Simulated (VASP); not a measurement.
A run of VASP 6.6.1 is set up as follows.

The input INCAR:

```
  PREC = Accurate
  ENCUT = 520
  EDIFF = 1E-7
  ISMEAR = -1
  SIGMA = 0.05
  LREAL = F
  LASPH = T
  NELM = 150
  ALGO = Fast
  ISIF = 2
  LWAVE = F
  LCHARG = F
  ISPIN = 2
  MAGMOM = 4 -2
  LORBIT = 11
  LMAXMIX = 4
  GGA = PE
  NBANDS = 24
```

The input KPOINTS:

```
regular mesh
0
Gamma
  12 12 7
```

The input POSCAR:

```
Mn
1.0
    2.4836457705      0.0000000000      0.0000000000
   -1.2418228853      2.1509003313      0.0000000000
    0.0000000000      0.0000000000      4.0261950000
Mn
2
Direct
    0.3333333333      0.6666666667      0.2500000000
    0.6666666667      0.3333333333      0.7500000000
```

Potentials or basis: VASP PAW PBE potentials, release 64 (Mn_pv).

Command:

```bash
$ cat potpaw_PBE.64/Mn_pv/POTCAR > POTCAR
$ mpirun -np 1 vasp_std > vasp.out
```

(1) Estimate the pressure.

(2) Predict the net moment.

(3) Predict the site moments.

Results:

(1) -0.5 GPa.

(2) 0.00 μB per cell.

(3) Mn +0.38, -0.38 μB.
